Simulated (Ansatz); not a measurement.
HfN: hydrostatic pressure series

These are results of DFT r2SCAN, scalar-relativistic, plane waves, PAW in Ansatz 0.2.0, not measurements. (500 eV cutoff, 16×16×16 k-mesh, Gaussian smearing of 0.10 eV, no spin polarisation)

Starting point, cell and atoms relaxed:

```
Hf N
1.0
     0.00000    2.26274    2.26274
     2.26274    0.00000    2.26274
     2.26274    2.26274    0.00000
Hf N
1 1
Direct
  0.00000 0.00000 0.00000
  0.50000 0.50000 0.50000
```

Cell and atoms are relaxed at each pressure within the symmetry of the start, at zero temperature, so transitions that lower the symmetry aren't seen. The k-mesh given is that at zero pressure and may differ at others.

A cell with an odd number of electrons and no spin polarisation is a metal by construction and may be lower with spin. Spin–orbit coupling is left out, which can shift energies with elements as heavy as these.

(1) Give the structure at 60 GPa.

Results:

(1)
```
Hf N
1.0
     0.00000    2.14947    2.14947
     2.14947    0.00000    2.14947
     2.14947    2.14947    0.00000
Hf N
1 1
Direct
  0.00000 0.00000 0.00000
  0.50000 0.50000 0.50000
```
Symmetry: Fm-3m, No. 225, cubic system. The conventional cell has a = 4.299 Å, b = 4.299 Å, c = 4.299 Å, α = 90.00°, β = 90.00°, γ = 90.00°. Around Hf (site symmetry m-3m) lie 6 N at 2.15 Å. Around N (site symmetry m-3m) lie 6 Hf at 2.15 Å.